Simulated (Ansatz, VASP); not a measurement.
Ir: VASP beside Ansatz

```xyz
1
Lattice="0.0000 1.9158 1.9158 1.9158 0.0000 1.9158 1.9158 1.9158 0.0000" Properties=species:S:1:pos:R:3 pbc="T T T"
Ir    0.0000    0.0000    0.0000
```

Alike in both runs: functional PBEsol; k mesh 19 × 19 × 19; occupations fermi-dirac, width 0.1 eV; no spin polarisation.

Ansatz relaxed the structure, and its values are those at the end. VASP's run is a single point on that final structure, the one shown.

|  | VASP | Ansatz |
| --- | --- | --- |
| version | VASP 6.6.1 | Ansatz 0.2.0 |
| potentials or method | VASP PAW PBE potentials, release 64 (Ir) | PAW with Ansatz's default frozen-core files, scalar-relativistic |
| plane-wave cutoff (eV) | 520 | 420 |
| valence electrons in the cell | 9 | 17 |

```csv
,VASP,Ansatz,Ansatz less VASP
pressure (GPa),1.0,0.0,-0.99
```

The two sets of potentials don't hold the same shells in valence.

Caveats: the PAW data sets were made with another functional, which shifts forces and pressure a little (VASP). Spin-orbit coupling is left out, which matters for the levels of Ir.
